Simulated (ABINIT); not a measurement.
The system is Cu.

```xyz
1
Lattice="-1.4428 1.4428 1.3761 1.4428 -1.4428 1.3761 1.4428 1.4428 -1.3761" Properties=species:S:1:pos:R:3 pbc="T T T"
Cu    0.0000    0.0000    0.0000
```

This isn't the form of Cu at room conditions, which is fcc.

```yaml
Program: ABINIT 10.8.3 (patched build)
Task: relaxation of cell and atoms
Functional: r2SCAN
Potentials_or_basis: JTH PAW PBE v2.0
Cutoff: 844 eV
k_mesh: 9 × 9 × 9
Occupations: fermi-dirac, width 0.05 eV
Spin: no spin polarisation
```

At the start: pressure 1.3 GPa; volume 11.46 Å³/atom.

Question: How do energy, volume and symmetry change on relaxing?

Answer: Over 15 steps the energy falls by 8.5 meV/atom and the volume is 11.56 Å³/atom (+0.9 %); space group I4/mmm (No. 139, to 0.05 Å).

The path:
| step | energy change (eV) | largest force (eV/Å) | pressure (GPa) | volume (Å³) |
| --- | --- | --- | --- | --- |
| 1 | 0.0000 | 0.0000 | 1.29 | 11.46 |
| 2 | -0.0006 | 0.0000 | 0.64 | 11.50 |
| 3 | -0.0017 | 0.0000 | -0.97 | 11.62 |
| 4 | -0.0023 | 0.0000 | -1.23 | 11.64 |
| 5 | 0.2256 | 0.0000 | -4.88 | 12.80 |
| 6 | -0.0018 | 0.0000 | -2.86 | 11.77 |
| 7 | 0.0027 | 0.0000 | -5.19 | 11.96 |
| 8 | -0.0050 | 0.0000 | -0.39 | 11.58 |
| 9 | -0.0076 | 0.0000 | 0.41 | 11.52 |
| 10 | -0.0073 | 0.0000 | 0.58 | 11.53 |
| 11 | -0.0085 | 0.0000 | 0.00 | 11.56 |
| 12 | -0.0085 | 0.0000 | 0.03 | 11.56 |
| 13 | -0.0085 | 0.0000 | -0.02 | 11.56 |
| 14 | -0.0085 | 0.0000 | 0.02 | 11.56 |
| 15 | -0.0085 | 0.0000 | 0.01 | 11.56 |

Final structure:
```xyz
1
Lattice="-1.4854 1.4854 1.3099 1.4854 -1.4854 1.3099 1.4854 1.4854 -1.3099" Properties=species:S:1:pos:R:3 pbc="T T T"
Cu    0.0000    0.0000    0.0000
```

Caveat: the PAW data sets were made with another functional, which shifts forces and pressure a little.
